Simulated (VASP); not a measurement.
A run of VASP 6.6.1:

File INCAR:

```
SYSTEM = Ir
  PREC = Accurate
  ENCUT = 520
  EDIFF = 1E-6
  ISMEAR = 0
  SIGMA = 0.1
  LREAL = .False.
  LASPH = .True.
  NELM = 60
  ALGO = Normal
  ISIF = 2
  LWAVE = .False.
  LCHARG = .False.
  GGA = PS
  NBANDS = 26
```

KPOINTS

```
regular mesh
0
Gamma
  6 6 4
  0 0 0
```

Contents of POSCAR:

```
Ir
1.0
    2.0711241040     -3.5101712706      0.0000000000
    2.0711241040      3.5101712706      0.0000000000
    0.0000000000      0.0000000000      4.1477581044
Ir
4
Direct
    0.1525000000      0.8475000000      0.0785000000
    0.6525000000      0.3475000000      0.4215000000
    0.8475000000      0.1525000000      0.9215000000
    0.3475000000      0.6525000000      0.5785000000
```

Potentials or basis: VASP PAW PBE potentials, release 64 (Ir).

The run is started by

```bash
$ cat potpaw_PBE.64/Ir/POTCAR > POTCAR
$ mpirun -np 1 vasp_std > vasp.out
```

Hardware: 1 thread of Intel(R) Xeon(R) 6975P-C (Granite Rapids), on a shared host.

Question: How long does it take, and how much memory?

Answer: It took 20 s on 1 thread of Intel(R) Xeon(R) 6975P-C (Granite Rapids), on a shared host, peak memory 0.19 GiB. Counts: scf iterations 13, k points 39.
